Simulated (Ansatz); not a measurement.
# Phonon-limited resistivity of Al$_{2}$Au, calculated with Ansatz

Space group Fm-3m (No. 225), 3 atoms in the cell of the first input below: a = 4.246 Å, b = 4.246 Å, c = 4.246 Å, α = 60.00°, β = 60.00°, γ = 60.00°.

The structure is a measured one, not always of the ambient phase, relaxed without spin–orbit coupling to zero pressure (pressure 0.0 GPa with this functional, without spin–orbit coupling). Functional: PBEsol.

Input:

```yaml
crystal:
  lattice:
    - [0.0, 3.0022629966, 3.0022629966]
    - [3.0022629966, 0.0, 3.0022629966]
    - [3.0022629966, 3.0022629966, 0.0]
  atoms:
    - { symbol: Al, position: [0.25, 0.25, 0.25] }
    - { symbol: Al, position: [0.75, 0.75, 0.75] }
    - { symbol: Au, position: [0.0, 0.0, 0.0] }
basis:
  ecutwfc: 420
  ecutrho_ratio: 4
kpoints:
  mp_grid: { grid: [10, 10, 10] }
hamiltonian:
  xc: pbesol
scf:
  occupations: { method: methfessel_paxton, width: 0.2 }
output: {}
phonons:
  supercell: [2, 2, 2]
  qpath:
    path:
      - [[0.0, 0.0, 0.0], [0.5, 0.0, 0.5], [0.625, 0.25, 0.625]]
      - [[0.375, 0.375, 0.75], [0.0, 0.0, 0.0], [0.5, 0.5, 0.5], [0.5, 0.25, 0.75], [0.5, 0.0, 0.5]]
    npoints: 6
  electrical_resistivity: { mesh: [20, 20, 20], temperatures: [50, 100, 200, 300, 500] }
  superconductivity: { mesh: [20, 20, 20], eliashberg_equations: false }
```

```bash
ansatz run input.yaml --threads 8 --pin off --max-ram 15360MiB --backend cpu --events-out ev --progress --plain --runs-dir out
```

Time: 120 s on 8 threads of AMD EPYC 7R43 64-Core Processor (Zen 3) (shared host), peak memory 3.1 GiB.

λ_tr,xx from the finest mesh down: 0.309, 0.304, 0.270. The next coarser mesh moves the resistivity at 300 K by 8 % along the axis that moves most.

The run gives λ_tr,xx = 0.309 and a Drude plasma energy ħω_p,xx = 7.44 eV.

Q: Estimate the resistivity along x at 300 K from the high-temperature formula.

A: ħ/τ = 2π λ_tr k_B T = 0.0502 eV and ρ = 1/(ε0 ω_p² τ) = 6.74 μΩ cm. The Boltzmann solution gives 6.18 μΩ cm, so the estimate is 9 % high.

```
T (K)  ρ_xx (μΩ cm)  ρ_zz (μΩ cm)  formula, xx  R_H, field along x, y or z (10⁻¹¹ m³/C)
   50          0.30          0.30         1.12                                     26.6
  100          1.19          1.19         2.25                                     22.3
  200          3.70          3.70         4.50                                     18.3
  300          6.18          6.18         6.74                                     17.3
  500         10.91         10.91        11.24                                     16.9
```

At 300 K the next coarser mesh moves R_H by up to 5 %.

At 50 K the solution is 0.27 times the linear formula, and at 500 K 0.97 times. The formula is meant for temperatures above the phonon energies and for bands that vary little within k_B T.

Caveats: no spin-orbit coupling, which matters for these elements; not converged in the fine mesh; small supercell, couplings not converged in it.

The resistivity falls faster than linearly on cooling because the phonons that scatter electrons through large angles freeze out, while the long-wavelength ones that remain relax the current poorly. Between 50 and 100 K it rises roughly fourfold, much less steeply than the Bloch fifth-power law, so even the lowest temperature lies in the crossover regime. By 500 K the phonons are nearly classical and the linear formula is almost recovered. The modest resistivity reflects weak transport coupling, λ_tr,xx = 0.309, together with a large Drude weight.

The Hall coefficient is positive, whereas a free-electron count of the Al and Au valence electrons would make it negative. This suggests that hole-like parts of a Fermi surface folded by the zone boundaries dominate the Hall response. A uniform scattering time would cancel from the coefficient, so its fall on warming probably reflects scattering that becomes more even over the Fermi surface, not a change in carrier number. Inverting it for a carrier density would therefore be misleading.
